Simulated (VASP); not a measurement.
# PbS in VASP 6.6.1, single-point calculation

INCAR

```
PREC = Accurate
LREAL = .FALSE.
ENCUT = 520
LASPH = .TRUE.
LWAVE = .FALSE.
NELM = 120
LCHARG = .FALSE.
GGA = PE
EDIFF = 1E-7
SIGMA = 0.02
ISMEAR = -1
NSW = 0
ISIF = 2
NBANDS = 17
IBRION = -1
```

KPOINTS

```
KPOINTS created by Atomic Simulation Environment
0
Gamma
6 6 6
0 0 0
```

POSCAR

```
Pb S
 1.0000000000000000
    -0.1643201150000000    2.9424018682000002    2.9424018682000002
     2.9424018682000002   -0.1643201150000000    2.9424018682000002
     2.9424018682000002    2.9424018682000002   -0.1643201150000000
 Pb  S
   1   1
Cartesian
  0.0000000000000000  0.0000000000000000  0.0000000000000000
  2.8602418107000003  2.8602418107000003  2.8602418107000003
```

The recommended PBE PAW datasets give the neutral cell 20 valence electrons.

Command

```
mpirun -np 1 vasp_std
```

OSZICAR

```
N       E                     dE             d eps       ncg     rms          rms(c)
DAV:   1     0.160034708907E+03    0.16003E+03   -0.97257E+03  1088   0.123E+03
DAV:   2     0.361638837871E+01   -0.15642E+03   -0.15011E+03  1155   0.311E+02
DAV:   3    -0.895442195047E+01   -0.12571E+02   -0.12367E+02  1461   0.933E+01
DAV:   4    -0.927402281946E+01   -0.31960E+00   -0.31930E+00  1375   0.164E+01
DAV:   5    -0.928581668756E+01   -0.11794E-01   -0.11793E-01  1671   0.305E+00    0.424E+00
DAV:   6    -0.873404588192E+01    0.55177E+00   -0.16525E+00  1634   0.812E+00    0.297E+00
DAV:   7    -0.873588359191E+01   -0.18377E-02   -0.14874E-01  1260   0.188E+00    0.181E+00
DAV:   8    -0.873958086323E+01   -0.36973E-02   -0.20892E-02  1288   0.144E+00    0.435E-01
DAV:   9    -0.873857767918E+01    0.10032E-02   -0.50674E-03  1673   0.548E-01    0.113E-01
DAV:  10    -0.873884008690E+01   -0.26241E-03   -0.47241E-04  1184   0.121E-01    0.871E-02
DAV:  11    -0.873884498410E+01   -0.48972E-05   -0.42797E-05  1555   0.710E-02    0.721E-03
DAV:  12    -0.873884580350E+01   -0.81940E-06   -0.37759E-06  1363   0.229E-02    0.401E-03
DAV:  13    -0.873884578266E+01    0.20846E-07   -0.22876E-07  1442   0.491E-03
   1 F= -.87388458E+01 E0= -.87387545E+01  d E =-.182525E-03
```

From OUTCAR

```
k-points           NKPTS =     32   k-points in BZ     NKDIM =     32   number of bands    NBANDS=     17

   NELECT =      20.0000    total number of electrons

   dimension x,y,z NGX =    32 NGY =   32 NGZ =   32
   dimension x,y,z NGXF=    64 NGYF=   64 NGZF=   64

  energy-cutoff  :      520.00
  volume of cell :       55.21
      direct lattice vectors                 reciprocal lattice vectors
    -0.164320115  2.942401868  2.942401868    -0.156318322  0.165564358  0.165564358
     2.942401868 -0.164320115  2.942401868     0.165564358 -0.156318322  0.165564358
     2.942401868  2.942401868 -0.164320115     0.165564358  0.165564358 -0.156318322

 k-points in reciprocal lattice and weights: KPOINTS created by Atomic Simulation Env
   0.00000000  0.00000000  0.00000000       0.005
   0.16666667  0.00000000 -0.00000000       0.028
   0.33333333  0.00000000  0.00000000       0.028
   0.50000000 -0.00000000 -0.00000000       0.014
   0.16666667  0.16666667  0.00000000       0.028
   0.33333333  0.16666667 -0.00000000       0.056
   0.50000000  0.16666667  0.00000000       0.056
  -0.33333333  0.16666667 -0.00000000       0.056
   ...

 E-fermi :   5.1822

 k-point     1 :       0.0000    0.0000    0.0000
  band No.  band energies     occupation
      1     -11.6743      2.00000
      2     -11.6743      2.00000
      3     -11.6706      2.00000
      4     -11.6344      2.00000
      5     -11.6344      2.00000
      6      -7.9931      2.00000
      7      -1.0962      2.00000
      8       3.0382      2.00000
      9       3.0382      2.00000
     10       3.5611      2.00000
     11      10.0711      0.00000
     12      10.1899      0.00000
     13      10.1899      0.00000
     14      11.6369      0.00000
     15      11.6369      0.00000
     16      12.7480      0.00000
     17      14.0470      0.00000

 k-point     2 :       0.1667    0.0000   -0.0000
  band No.  band energies     occupation
      1     -11.6769      2.00000
      2     -11.6731      2.00000
      3     -11.6621      2.00000
      4     -11.6369      2.00000
      5     -11.6315      2.00000
      6      -7.7865      2.00000
      7      -1.7293      2.00000
      8       3.1352      2.00000
      9       3.4813      2.00000
     10       3.6255      2.00000
     11       8.4784      0.00000
     12       9.1273      0.00000
     13       9.2347      0.00000
     14      11.9411      0.00000
     15      12.1544      0.00000
     16      13.1377      0.00000
     17      15.4078      0.00000

 k-point     3 :       0.3333    0.0000    0.0000
  band No.  band energies     occupation
      1     -11.6857      2.00000
      2     -11.6755      2.00000
      3     -11.6446      2.00000
      4     -11.6380      2.00000
      5     -11.6224      2.00000
      6      -7.2686      2.00000
      7      -2.9012      2.00000
      8       3.3750      2.00000
      9       3.6482      2.00000
     10       4.4140      2.00000
     11       6.6597      0.00000
     12       7.7594      0.00000
     13       8.0574      0.00000
     14      12.5302      0.00000
     15      13.3911      0.00000
     16      14.4908      0.00000
     17      16.8146      0.00000

 ...

  Total       -0.3907101     -0.3907101     -0.3907101      0.3376887      0.3376887      0.3376887
  in kB      -11.3377715    -11.3377715    -11.3377715      9.7991776      9.7991776      9.7991776
  external PRESSURE =     -11.3377715 kB  Pullay stress =       0.0000000 kB

 POSITION                                       TOTAL-FORCE (eV/Angst)
 -----------------------------------------------------------------------------------
      0.00000      0.00000      0.00000        -0.000000      0.000000     -0.000000
      2.86024      2.86024      2.86024         0.000000     -0.000000      0.000000
 -----------------------------------------------------------------------------------
    total drift:                                0.000000     -0.000000     -0.000000

  FREE ENERGIE OF THE ION-ELECTRON SYSTEM (eV)
  ---------------------------------------------------
  free  energy   TOTEN  =        -8.7388457827 eV

  energy  without entropy=       -8.7386632575  energy(sigma->0) =       -8.73875452
```

It converged. Results: gap between bands v and c on the k mesh 0.10 eV; least direct gap on the k mesh 0.49 eV; pressure -1.1 GPa. Band v is the last that the valence electrons fill when counted band by band, and c is the next.

For comparison, a separate PBE run of the intended cell, on usual settings and not on those above, gives a gap of 0.09 eV on its mesh and a pressure of -1.1 GPa.

The run above took about 20 s on one core of a shared host (Intel Xeon Platinum 8488C) and held 0.17 GiB at most.
